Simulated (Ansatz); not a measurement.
## PtSe₂ (P-3m1), a sublattice moved along a line

The calculation used DFT PBE, scalar-relativistic, plane waves, PAW (Ansatz). Cutoff 420 eV, Γ-centred 12×12×10 k-points, Gaussian smearing of 0.15 eV. Spin–orbit coupling is left out, which can shift energies with elements as heavy as these. No spin polarisation. Energies are free energies at this smearing, counted from the undisturbed cell; pressure is positive in compression.

The starting cell (as given, not relaxed at this level; it stands at 7.3 GPa):

```xyz
3
Lattice="3.7240 0.0000 0.0000 -1.8620 3.2251 0.0000 0.0000 0.0000 5.0620" Properties=species:S:1:pos:R:3 pbc="T T T"
Pt    0.0000    0.0000    0.0000
Se    0.0000    2.1501    1.2655
Se    1.8620    1.0750    3.7965
```

Every Se atom is moved by x along the Cartesian unit vector (0.000, 1.000, 0.000); the cell and all other atoms stay fixed. The cell is metallic on the mesh throughout.

```
  x (Å)  ΔE (meV/cell)
-0.1000           81.8
-0.0500           20.4
 0.0000            0.0
 0.0250            5.1
 0.0625           31.9
 0.0750           45.9
 0.0875           62.6
```

By symmetry 0.1000 repeats -0.1000, -0.0750 repeats 0.0750, 0.0500 repeats -0.0500, -0.0250 repeats 0.0250 in energy, with the opposite slope along the path.